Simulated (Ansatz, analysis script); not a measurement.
# Calculated records

## Fixed-spin-moment curve of a free-standing square Co monolayer, spacing 2.375 Å

The cell holds 1 atom: 1 Co. Its edges and angles: a = 2.375 Å, b = 2.375 Å, c = 14.000 Å, α = 90.0°, β = 90.0°, γ = 90.0°. An idealised lattice of chosen spacing, in vacuum. Vacuum lies along c.

```
method                                             : PBE, PAW set soft_1; collinear runs at fixed total moment and in a field on the spins (and 4 further levels or steps)
program                                            : Ansatz 0.2.0 and analysis script 1
settings of one run                                : cutoff 420 eV, 23×23×1 k-mesh, Fermi-Dirac occupations, smearing width 0.1 eV
notes                                              : The program’s warnings: negative dielectric reading. Among the fixed moments, E(M) falls 501 meV below the state without spin and is lowest near 1.889 μB on this grid. The cell was taken as built, with atoms unrelaxed. In doubt: the program’s search for lower states was switched off, so a lower magnetic state than those reached may exist.
state of the free run                              : ferromagnetic
net moment of the free run                         : 2.00 μB
energy of the free run from the state without spin : -508 meV a cell
lowest of the fixed moments tried                  : M = 1.889 μB, -501 meV
dM/dB between 0 and 100 T                          : 0.0409 μB a cell per 1000 T
```

At this level the system is magnetic: the free run keeps 2.03 μB on the largest site. No other order was typed. The free run, at 2.00 μB, lies 508 meV under the state without spin and so below every fixed moment tried: the minimum falls between two of them.

[Logs and program files are shortened in this print: banners, set-up blocks, solver, clock and traceback lines can be left out without a mark of their own.]

[Logs are printed without paths, hosts, clocks, repeated set-up lines and the standing remarks that a program may print on its own settings, such as how far it seeks lower states.]

[Hosts, paths, dates, database ids (printed as entryN), source tags and the programs' standing remarks are cut or masked in the printed files.]
